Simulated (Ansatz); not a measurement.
LiI (rock salt)

```
LiI
1.0
    0.00000     3.00952     3.00952
    3.00952     0.00000     3.00952
    3.00952     3.00952     0.00000
I Li
1 1
Direct
  0.00000   0.00000   0.00000
  0.50000   0.50000   0.50000
```

The slice is a {100} plane (indices of the conventional cell) through the point (0.000, 0.000, 0.000) (fractional), spanned by u = [100] and v = [0 1 -1] in vectors of this cell: u (4.26 Å) and v (4.26 Å, at 90° to u). It covers one period; positions are fractions (u, v).

All values below come from PBE (plane waves to 420 eV, PAW, scalar-relativistic; Ansatz, an electronic-structure program). k mesh 10×10×10. Inside the PAW spheres the values are not all-electron values, and peaks at nuclei hang on which shells count as valence. LiI was relaxed with its symmetry unable to fall. Spin-orbit coupling is left out, though I is heavy.

What is the ELF at the density minimum of the shortest I–Li line in this plane (3.01 Å)?

0.0.

The ELF has a maximum in the middle third of the I–Li line. Where, and how high?

0.80, 1.4 Å from I.

What is the valence density on the shortest I–Li line in this plane (3.01 Å), at its minimum between the atoms?

0.06 e/Å³.

Sketch the electrostatic potential energy of an electron, from the cell's mean on this plane as a map.


```
|xxxxxxx015799999997510xxxxxx|
|xxxxxxx026789999987620xxxxxx|
|xxxxxx00368899999886300xxxxx|
|xxxxxx01568888888886510xxxxx|
|xxxxx0036778877788776300xxxx|
|xxx00035677776667777653000xx|
|0000135666665555566666531000|
|112356666654xxxxx45666665321|
|5566777664xxxxxxxxx466777665|
|777887765xxxxxxxxxxx56778877|
|998888764xxxxxxxxxxx46788889|
|99998875xxxxxxxxxxxxx5788999|
|99998765xxxxxxxxxxxxx5678999|
|99998764xxxxxxxxxxxxx4678999|
|99998765xxxxxxxxxxxxx5678999|
|99998875xxxxxxxxxxxxx5788999|
|998888764xxxxxxxxxxx46788889|
|777887765xxxxxxxxxxx56778877|
|5566777664xxxxxxxxx466777665|
|112356666654xxxxx45666665321|
|0000135666665555566666531000|
|xxx00035677776667777653000xx|
|xxxxx0036778877788776300xxxx|
|xxxxxx01568888888886510xxxxx|
|xxxxxx00368899999886300xxxxx|
|xxxxxxx026789999987620xxxxxx|
|xxxxxxx015799999997510xxxxxx|
|xxxxxxx015799999997510xxxxxx|
```
Scale: ten equal steps from -4.00 (start of '0') to 4.32 (end of '9'), in the order '0123456789'. Values: electrostatic potential energy of an electron, from the cell's mean, in eV. The map has 28 points along u (one character each, u = 0 at the left) and 28 along v (v = 0 in the bottom row). Points within 1 Å of a nucleus are blanked (x), as the pseudised field means little there. Values under -4 eV are set to -4. The zero, the cell's mean, hangs on the PAW cores.
